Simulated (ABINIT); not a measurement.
A run of ABINIT 10.8.3 (patched build) is set up as follows.

The input run.abi:

```
ndtset 7
getwfk -1
scalecart1 3*0.9795861087
scalecart2 3*0.9864848297
scalecart3 3*0.9932883884
scalecart4 3*1.0000000000
scalecart5 3*1.0066227096
scalecart6 3*1.0131594038
scalecart7 3*1.0196128224

pp_dirpath "./"
pseudos "Ta_ONCV_PBE-1.2.upf"

acell 3*1.0
rprim
    -3.1204669551     3.1204669551     3.1204669551
     3.1204669551    -3.1204669551     3.1204669551
     3.1204669551     3.1204669551    -3.1204669551
ntypat 1
znucl 73
natom 1
typat 1
xred
     0.0000000000     0.0000000000     0.0000000000

ecut 816.341587 eV

kptopt 1
ngkpt 11 11 11
nshiftk 1
shiftk 0.0 0.0 0.0

ixc 11

nband 18
occopt 3
tsmear 0.05 eV

nstep 100
tolvrs 1.0e-10

iomode 3
prtwf 1
prtden 0
prteig 0
prtebands 0
```

Potentials or basis: SG15 NC PBE v1.2.

Run with:

```console
$ abinit run.abi > log 2>&1
```

(1) Predict the bulk modulus.

(2) Predict the equilibrium volume.

Answers

(1) 194 GPa.

(2) 18.29 Å³/atom.

Caveat: pressures at fixed basis lie under the slope of the energies.

**Measured values to compare with.**

From “Pressure effects on the electronic structure and superconductivity of (TaNb)0.67(HfZrTi)0.33 high entropy alloy”, 2019, arxiv:1910.08312, for a bulk crystal of Ta: bulk modulus 194 GPa.

Against the measured bulk modulus of Ta, 194 GPa (quoted in “Pressure effects on the electronic structure and superconductivity of (TaNb)0.67(HfZrTi)0.33 high entropy alloy”, 2019, arxiv:1910.08312), the calculated 194 GPa is off by -0.1 %. The fit is for a static lattice scaled at fixed shape and fixed fractional positions.
